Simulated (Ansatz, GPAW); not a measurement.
# CdSe: programs and potentials compared

```
Cd Se
1.0
     0.00000    3.07027    3.07027
     3.07027    0.00000    3.07027
     3.07027    3.07027    0.00000
Cd Se
1 1
Direct
  0.00000 0.00000 0.00000
  0.25000 0.25000 0.25000
```

The cell is a database's computed one, not the measured one.

Alike in all runs: task band structure; functional BLYP; k mesh 8 × 8 × 8; occupations fermi-dirac, width 0.05 eV; no spin polarisation; no spin-orbit coupling. Pressure is positive in compression and, in plane waves, holds the error of the finite cutoff, which Ansatz's Pulay term estimates and takes out. Gaps are the smaller of the mesh's and the band path's.

| program and potentials | plane-wave cutoff (eV) | notes | band gap (eV) | pressure (GPa) |
| --- | --- | --- | --- | --- |
| Ansatz, Ansatz PAW | 420 | potentials made for PBE, which Ansatz adapts in part; 18 valence electrons an atom on average; Pulay term of +0.03 GPa included | 0.47 | 4.00 |
| GPAW, PAW data sets generated for this functional | 600 | 9 valence electrons an atom on average | 0.47 | 3.83 |
| Ansatz, all-electron LAPW, scalar-relativistic | - | - | ? | ? |

**Question.** Estimate from the other rows what the run with Ansatz, all-electron LAPW, scalar-relativistic gave.

**Answer.** Band gap 0.47 eV; pressure 4.01 GPa. The other rows, which needn't bracket it: band gap 0.47; pressure 3.83 to 4.00.
